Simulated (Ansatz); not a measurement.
All cells: G0W0@PBE, full frequency by contour deformation, all-electron datasets in plane waves (scalar-relativistic, Gaussian nuclei) (Ansatz); response cutoff 200 eV, empty bands to 200 eV, primitive cells on a 4×4×4 mesh, no spin-orbit coupling. Band edges are those of the mesh. The mesh is coarse, the sums aren't at the basis limit and many cells are compressed or hypothetical, so the values aren't those of the ambient crystals.

(1) Order these cells by the G0W0 correction to the gap between the Kohn-Sham band edges, largest first.
A. NaCl (Fm-3m), 2 atoms, 15.3 Å³ an atom
B. KBr (Fm-3m), 2 atoms, 34.6 Å³ an atom
C. CaO (Fm-3m), 2 atoms, 12.5 Å³ an atom

Answers

(1) A (2.82 eV), B (2.61 eV), C (2.19 eV).

Model cells at fixed atoms, which needn't be the relaxed known crystals.
